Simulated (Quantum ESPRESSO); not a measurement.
# Sb (R-3m) in Quantum ESPRESSO: further runs, part 2 of 4

Quantum ESPRESSO 7.5. Earlier steps stand in the parts before.

## (3) Wannier functions, PBEsol

Contents of pw.in:

```
&CONTROL
  calculation = 'scf'
  prefix = 'pwscf'
  outdir = './tmp'
  pseudo_dir = './pseudo'
  tprnfor = .true.
  tstress = .true.
  disk_io = 'low'
/
&SYSTEM
  ibrav = 0
  A = 4.50666183
  nat = 2
  ntyp = 1
  ecutwfc = 45
  ecutrho = 360
  nbnd = 22
  occupations = 'smearing'
  smearing = 'fd'
  degauss = 0.00367493
/
&ELECTRONS
  conv_thr = 4d-10
  electron_maxstep = 120
  mixing_beta = 0.5
/
ATOMIC_SPECIES
Sb   121.7600 sb_pbesol_v1.4.uspp.F.UPF
CELL_PARAMETERS alat
   0.4780034716    0.2759754330    0.8338766346
  -0.4780034716    0.2759754330    0.8338766346
   0.0000000000   -0.5519508660    0.8338766346
ATOMIC_POSITIONS alat
Sb     0.0000000000    0.0000000000    1.9175243375
Sb     0.0000000000    0.0000000000    0.5841055662
K_POINTS automatic
6 6 6 0 0 0
```

Contents of nscf.in:

```
&CONTROL
  calculation = 'nscf'
  prefix = 'pwscf'
  outdir = './tmp'
  pseudo_dir = './pseudo'
  disk_io = 'low'
/
&SYSTEM
  ibrav = 0
  A = 4.50666183
  nat = 2
  ntyp = 1
  ecutwfc = 45
  ecutrho = 360
  nbnd = 26
  occupations = 'smearing'
  smearing = 'fd'
  degauss = 0.00367493
  nosym = .true.
  noinv = .true.
/
&ELECTRONS
  conv_thr = 1d-09
  electron_maxstep = 120
  mixing_beta = 0.5
  diago_full_acc = .true.
/
ATOMIC_SPECIES
Sb   121.7600 sb_pbesol_v1.4.uspp.F.UPF
CELL_PARAMETERS alat
   0.4780034716    0.2759754330    0.8338766346
  -0.4780034716    0.2759754330    0.8338766346
   0.0000000000   -0.5519508660    0.8338766346
ATOMIC_POSITIONS alat
Sb     0.0000000000    0.0000000000    1.9175243375
Sb     0.0000000000    0.0000000000    0.5841055662
K_POINTS crystal
125
  0.00000000   0.00000000   0.00000000 8.00000000e-03
  0.00000000   0.00000000   0.20000000 8.00000000e-03
  0.00000000   0.00000000   0.40000000 8.00000000e-03
  0.00000000   0.00000000   0.60000000 8.00000000e-03
  0.00000000   0.00000000   0.80000000 8.00000000e-03
  0.00000000   0.20000000   0.00000000 8.00000000e-03
[... 117 lines left out ...]
  0.80000000   0.80000000   0.60000000 8.00000000e-03
  0.80000000   0.80000000   0.80000000 8.00000000e-03
```

Contents of pw2wan.in:

```
&INPUTPP
  prefix = 'pwscf'
  outdir = './tmp'
  seedname = 'w'
  write_mmn = .true.
  write_amn = .true.
/
```

Contents of bands.in:

```
&CONTROL
  calculation = 'bands'
  prefix = 'pwscf'
  outdir = './tmp'
  pseudo_dir = './pseudo'
  disk_io = 'low'
/
&SYSTEM
  ibrav = 0
  A = 4.50666183
  nat = 2
  ntyp = 1
  ecutwfc = 45
  ecutrho = 360
  nbnd = 26
  occupations = 'smearing'
  smearing = 'fd'
  degauss = 0.00367493
/
&ELECTRONS
  conv_thr = 1d-08
  electron_maxstep = 120
  mixing_beta = 0.5
  diago_full_acc = .true.
/
ATOMIC_SPECIES
Sb   121.7600 sb_pbesol_v1.4.uspp.F.UPF
CELL_PARAMETERS alat
   0.4780034716    0.2759754330    0.8338766346
  -0.4780034716    0.2759754330    0.8338766346
   0.0000000000   -0.5519508660    0.8338766346
ATOMIC_POSITIONS alat
Sb     0.0000000000    0.0000000000    1.9175243375
Sb     0.0000000000    0.0000000000    0.5841055662
K_POINTS crystal
67
  0.00000000   0.00000000   0.00000000 1
  0.05555600   0.00000000   0.00000000 1
  0.11111100   0.00000000   0.00000000 1
  0.16666700   0.00000000   0.00000000 1
  0.22222200   0.00000000   0.00000000 1
  0.27777800   0.00000000   0.00000000 1
[... 59 lines left out ...]
  0.71692700   0.30820300   0.30820300 1
  0.76031300   0.36984400   0.36984400 1
```

Contents of w.win:

```
num_wann = 8
num_bands = 16
guiding_centres = true
dis_froz_max = 11.11
dis_num_iter = 600
dis_mix_ratio = 0.5
dis_conv_tol = 1.0d-9
num_iter = 1200
conv_tol = 1.0d-8
conv_window = 4
num_print_cycles = 200
fermi_energy = 10.1115
bands_plot = true
write_hr = true
mp_grid = 5 5 5
exclude_bands = 1-10
begin projections
Sb: s;p
end projections
begin unit_cell_cart
ang
  2.1542000000   1.2437279499   3.7580000000
 -2.1542000000   1.2437279499   3.7580000000
  0.0000000000  -2.4874558998   3.7580000000
end unit_cell_cart
begin atoms_frac
Sb   0.7665100000   0.7665100000   0.7665100000
Sb   0.2334900000   0.2334900000   0.2334900000
end atoms_frac
begin kpoint_path
G   0.0000000000   0.0000000000   0.0000000000  L   0.5000000000   0.0000000000   0.0000000000
L   0.5000000000   0.0000000000   0.0000000000  B1   0.5000000000   0.2396873643  -0.2396873643
B   0.7603126357   0.5000000000   0.2396873643  Z   0.5000000000   0.5000000000   0.5000000000
Z   0.5000000000   0.5000000000   0.5000000000  G   0.0000000000   0.0000000000   0.0000000000
G   0.0000000000   0.0000000000   0.0000000000  X   0.3698436821   0.0000000000  -0.3698436821
Q   0.6301563179   0.3698436821   0.0000000000  F   0.5000000000   0.5000000000   0.0000000000
F   0.5000000000   0.5000000000   0.0000000000  P1   0.6301563179   0.6301563179   0.2396873643
P1   0.6301563179   0.6301563179   0.2396873643  Z   0.5000000000   0.5000000000   0.5000000000
L   0.5000000000   0.0000000000   0.0000000000  P   0.7603126357   0.3698436821   0.3698436821
end kpoint_path
bands_num_points = 9
begin kpoints
  0.00000000   0.00000000   0.00000000
  0.00000000   0.00000000   0.20000000
  0.00000000   0.00000000   0.40000000
  0.00000000   0.00000000   0.60000000
  0.00000000   0.00000000   0.80000000
  0.00000000   0.20000000   0.00000000
[... 117 lines left out ...]
  0.80000000   0.80000000   0.60000000
  0.80000000   0.80000000   0.80000000
end kpoints
```

Potentials or basis: GBRV 1.5 PBEsol.

The run is started by

```bash
$ OMP_NUM_THREADS=1 pw.x -in pw.in > pw.out
$ OMP_NUM_THREADS=1 pw.x -in nscf.in > nscf.out
$ wannier90.x -pp w
$ OMP_NUM_THREADS=1 pw2wannier90.x -in pw2wan.in > pw2wan.out
$ wannier90.x w
$ OMP_NUM_THREADS=1 pw.x -in bands.in > bands.out
```

pw.out:

```text
This program is part of the open-source Quantum ESPRESSO suite
     for quantum simulation of materials; please cite
[... 9 lines left out ...]
     --------------------
     sticks:   dense  smooth     PW     G-vecs:    dense   smooth      PW
     Sum        1745     875    265                47101    16621    2837

     Using Slab Decomposition

     bravais-lattice index     =            0
     lattice parameter (alat)  =       8.5164  a.u.
     unit-cell volume          =     407.6768 (a.u.)^3
     number of atoms/cell      =            2
     number of atomic types    =            1
     number of electrons       =        30.00
     number of Kohn-Sham states=           22
     kinetic-energy cutoff     =      45.0000  Ry
     charge density cutoff     =     360.0000  Ry
     scf convergence threshold =      4.0E-10
     mixing beta               =       0.5000
     number of iterations used =            8  plain     mixing
     Exchange-correlation= SLA  PW   PSX  PSC
                           (   1   4  10   8   0   0   0)

     celldm(1)=   8.516357  celldm(2)=   0.000000  celldm(3)=   0.000000
     celldm(4)=   0.000000  celldm(5)=   0.000000  celldm(6)=   0.000000

     crystal axes: (cart. coord. in units of alat)
               a(1) = (   0.478003   0.275975   0.833877 )
               a(2) = (  -0.478003   0.275975   0.833877 )
               a(3) = (   0.000000  -0.551951   0.833877 )

     reciprocal axes: (cart. coord. in units 2 pi/alat)
               b(1) = (  1.046018  0.603918  0.399739 )
               b(2) = ( -1.046018  0.603918  0.399739 )
               b(3) = (  0.000000 -1.207837  0.399739 )

     PseudoPot. # 1 for Sb read from file:
     sb_pbesol_v1.4.uspp.F.UPF
     Pseudo is Ultrasoft + core correction, Zval = 15.0
     Generated by new atomic code, or converted to UPF format
     Using radial grid of  891 points,  6 beta functions with:
                l(1) =   0
                l(2) =   0
                l(3) =   1
                l(4) =   1
                l(5) =   2
                l(6) =   2
     Q(r) pseudized with  8 coefficients,  rinner =    1.350   1.350   1.350
                                                       1.350   1.350

     atomic species   valence    mass     pseudopotential
     Sb               15.00   121.76000     Sb( 1.00)

     12 Sym. Ops., with inversion, found

   Cartesian axes

     site n.     atom                  positions (alat units)
         1        Sb     tau(   1) = (   0.0000000   0.0000000   1.9175243  )
         2        Sb     tau(   2) = (   0.0000000   0.0000000   0.5841056  )

     number of k points=    32  Fermi-Dirac smearing, width (Ry)=  0.0037
                       cart. coord. in units 2pi/alat
        k(    1) = (   0.0000000   0.0000000   0.0000000), wk =   0.0092593
        k(    2) = (   0.0000000  -0.2013062   0.0666232), wk =   0.0555556
        k(    3) = (   0.0000000  -0.4026123   0.1332465), wk =   0.0555556
        k(    4) = (   0.0000000   0.6039185  -0.1998697), wk =   0.0277778
        k(    5) = (  -0.1743363  -0.1006531   0.1332465), wk =   0.0555556
        k(    6) = (  -0.1743363  -0.3019592   0.1998697), wk =   0.1111111
[... 24 lines left out ...]
        k(   31) = (   0.8716813   0.3019592  -0.1998697), wk =   0.0555556
        k(   32) = (   0.0000000   0.0000000  -0.5996091), wk =   0.0092593

     Dense  grid:    47101 G-vectors     FFT dimensions: (  54,  54,  54)

     Smooth grid:    16621 G-vectors     FFT dimensions: (  40,  40,  40)

     Check: negative core charge=   -0.000003

     Initial potential from superposition of free atoms

     starting charge      28.0000, renormalised to      30.0000
     Starting wfcs are   18 randomized atomic wfcs +    4 random wfcs

     Self-consistent Calculation

     iteration #  1     ecut=    45.00 Ry     beta= 0.50
     Davidson diagonalization with overlap
     ethr =  1.00E-02,  avg # of iterations =  6.3

     total energy              =    -368.77371450 Ry
     estimated scf accuracy    <       2.06921225 Ry
[... 43 lines left out ...]
     iteration #  8     ecut=    45.00 Ry     beta= 0.50
     Davidson diagonalization with overlap
     ethr =  2.15E-11,  avg # of iterations =  2.0

     End of self-consistent calculation

          k = 0.0000 0.0000 0.0000 (  2079 PWs)   bands (ev):

   -19.3063 -19.3063 -19.2172 -19.2172 -19.1931 -19.1034 -19.1034 -19.0979
   -19.0229 -19.0229  -2.6570   5.2286   8.0210   8.2993   8.2993  12.1690
    12.7887  12.7887  15.2136  15.2136  15.3396  16.6446

          k = 0.0000-0.2013 0.0666 (  2072 PWs)   bands (ev):

   -19.2955 -19.2906 -19.2120 -19.2082 -19.1863 -19.1106 -19.1091 -19.1041
   -19.0384 -19.0343  -2.3506   4.0675   8.0637   8.2334   8.7060  11.8723
    12.0671  12.1168  14.6252  15.1588  15.5240  18.5260

          k = 0.0000-0.4026 0.1332 (  2073 PWs)   bands (ev):

   -19.2702 -19.2485 -19.2014 -19.1847 -19.1671 -19.1336 -19.1300 -19.1137
   -19.0760 -19.0613  -1.4503   2.0294   8.1358   8.1603   9.2327  10.7565
    10.8300  11.0318  15.7389  16.6071  17.1798  20.7001

          k = 0.0000 0.6039-0.1999 (  2068 PWs)   bands (ev):
[... 121 lines left out ...]
   -19.2845 -19.2220 -19.2032 -19.1765 -19.1530 -19.1473 -19.1343 -19.1186
   -19.0977 -19.0453   0.0146   1.3770   4.7553   5.6555   8.2378  12.0122
    13.3541  15.7340  16.0427  17.1777  20.2561  21.0166

          k = 0.6973-0.0000-0.1999 (  2084 PWs)   bands (ev):

   -19.2777 -19.2009 -19.1799 -19.1796 -19.1726 -19.1565 -19.1346 -19.1204
   -19.1056 -19.0551   0.4383   0.5244   5.2767   6.1824   8.8855  10.6149
    14.4893  14.5321  15.6994  15.8400  19.5798  20.0214

          k = 0.5230 0.3020-0.1999 (  2084 PWs)   bands (ev):
[... 37 lines left out ...]
   -19.2572 -19.2572 -19.1988 -19.1988 -19.1730 -19.1168 -19.1168 -19.1162
   -19.0764 -19.0764  -1.1127   1.0656   8.7817   8.7817   9.5847  10.2091
    10.2091  11.1640  17.0824  19.0553  19.0553  19.3635

     the Fermi energy is    10.1115 ev

!    total energy              =    -369.20280539 Ry
     estimated scf accuracy    <          1.3E-10 Ry
     smearing contrib. (-TS)   =      -0.00019960 Ry
     internal energy E=F+TS    =    -369.20260579 Ry

     The total energy is F=E-TS. E is the sum of the following terms:
     one-electron contribution =    -165.74041518 Ry
     hartree contribution      =      99.40007316 Ry
     xc contribution           =     -87.15329359 Ry
     ewald contribution        =    -215.70897018 Ry

     convergence has been achieved in   8 iterations

     Forces acting on atoms (cartesian axes, Ry/au):

     atom    1 type  1   force =    -0.00000000   -0.00000000   -0.00095116
     atom    2 type  1   force =     0.00000000    0.00000000    0.00095116

     Total force =     0.001345     Total SCF correction =     0.000009

     Computing stress (Cartesian axis) and pressure

          total   stress  (Ry/bohr**3)                   (kbar)     P=       -0.81
   0.00000060   0.00000000   0.00000000            0.09        0.00        0.00
   0.00000000   0.00000060  -0.00000000            0.00        0.09       -0.00
  -0.00000000   0.00000000  -0.00001769           -0.00        0.00       -2.60

=------------------------------------------------------------------------------=
   JOB DONE.
=------------------------------------------------------------------------------=
```

It took 2.8 min on 1 thread of Arm Neoverse V2, shared host; peak memory 0.21 GiB.

What came out:

```
Free energy                   : -5023.2601 eV
Pressure                      : -0.1 GPa
Largest force                 : 0.024 eV/Å
Band gap on the k mesh        : none (metal or under the smearing width)
Total Wannier spread          : 14.50 Å² over 8 functions
RMS miss of the Wannier bands : 0.038 eV
```

Forces on the atoms (eV/Å):
```
Sb   0.000  0.000 -0.024
Sb   0.000  0.000  0.024
```

Stress tensor (GPa, compression positive):
```
 0.01  0.00  0.00
 0.00  0.01  0.00
 0.00  0.00 -0.26
```

Levels at the corners of the path, in eV from the Fermi level:
```csv
point,band 13,band 14,band 15,band 16,band 17,band 18
Γ,-2.09,-1.81,-1.81,2.06,2.68,2.68
L,-1.96,-1.85,-0.33,-0.26,0.12,0.46
B1,-5.03,-4.90,-0.77,0.65,4.56,4.63
B,-5.03,-4.90,-0.77,0.65,4.56,4.63
Z,-1.33,-1.33,-0.53,0.10,0.10,1.05
Γ,-2.09,-1.81,-1.81,2.06,2.68,2.68
X,-5.34,-3.21,-2.97,2.78,3.15,4.09
Q,-5.34,-3.21,-2.97,2.78,3.15,4.09
F,-5.49,-3.79,-3.69,1.47,4.91,5.48
P1,-5.40,-3.24,-2.77,2.41,3.16,4.55
Z,-1.33,-1.33,-0.53,0.10,0.10,1.05
L,-1.96,-1.85,-0.33,-0.26,0.12,0.46
P,-5.40,-3.24,-2.77,2.41,3.16,4.55
```

Wannier functions:
```csv
function,nearest atom,distance (Å),spread (Å²),on-site energy from the reference level (eV)
1,1 Sb,0.59,1.81,-2.51
2,1 Sb,0.66,1.81,-2.34
3,1 Sb,0.66,1.81,-2.34
4,1 Sb,0.66,1.81,-2.34
5,2 Sb,0.59,1.81,-2.51
6,2 Sb,0.66,1.81,-2.34
7,2 Sb,0.66,1.81,-2.34
8,2 Sb,0.66,1.81,-2.34
```

Parts of the spread (Å²): invariant 11.92, diagonal 0.008, off-diagonal 2.57, total 14.50. Against the direct bands the interpolation misses by 38 meV (root mean square) and 255 meV at most, for states up to 1 eV over the reference level.

Caveat: the k mesh is coarse; spin-orbit coupling is left out, which moves the levels of the heavy elements.

[end of part 2 of 4]
